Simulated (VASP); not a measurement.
A run of VASP 6.6.1 is set up as follows.

The input INCAR:

```
ALGO     = Normal         # electronic algorithm
EDIFF    = 1E-6           # SCF threshold, eV
ENCUT    = 520            # plane-wave cutoff, eV
GGA      = RP             # functional
ISIF     = 2              # what is computed and relaxed
ISMEAR   = -1             # smearing method
LASPH    = T              # aspherical terms in the spheres
LCHARG   = F              # write CHGCAR
LREAL    = F              # projectors in reciprocal space
LWAVE    = F              # write WAVECAR
NBANDS   = 26             # bands
NELM     = 60             # most SCF steps
PREC     = Accurate       # precision mode
SIGMA    = 0.05           # smearing width, eV
```

Contents of KPOINTS:

```
k-points
0
Gamma
  8 8 5
```

File POSCAR:

```
ZnS
1.0
    3.8857444663      0.0000000000      0.0000000000
   -1.9428722331      3.3651534204      0.0000000000
    0.0000000000      0.0000000000      6.3562663350
Zn S
2 2
Direct
    0.6666666667      0.3333333333      0.5000000000
    0.3333333333      0.6666666667      0.0000000000
    0.6666666667      0.3333333333      0.8850000000
    0.3333333333      0.6666666667      0.3850000000
```

Potentials or basis: VASP PAW PBE potentials, release 64 (Zn, S).

Run with:

```console
$ cat potpaw_PBE.64/Zn/POTCAR potpaw_PBE.64/S/POTCAR > POTCAR
$ mpirun -np 1 vasp_std > vasp.out
```

Q: What does it give for the largest force?

A: 0.263 eV/Å.

Q: Estimate the band gap on the k mesh.

A: 2.15 eV.

Q: Predict the pressure.

A: 0.8 GPa.

Forces on the atoms (eV/Å):
```
Zn   0.000  0.000  0.263
Zn   0.000  0.000  0.263
S    0.000  0.000 -0.263
S    0.000  0.000 -0.263
```

Caveat: the PAW data sets were made with another functional, which shifts forces and pressure a little.

**The experiment to reproduce.**

A printed reference work, monograph reports, for a bulk crystal of ZnS at 4 K: band gap 3.911 eV (direct).

Against the measured gap of ZnS, 3.911 eV (direct; 4 K; a printed reference work, monograph), the calculated 2.15 eV is off by -1.76 eV. The value is that of RPBE, without temperature or zero-point motion. Semilocal functionals fall short of measured gaps as a rule.
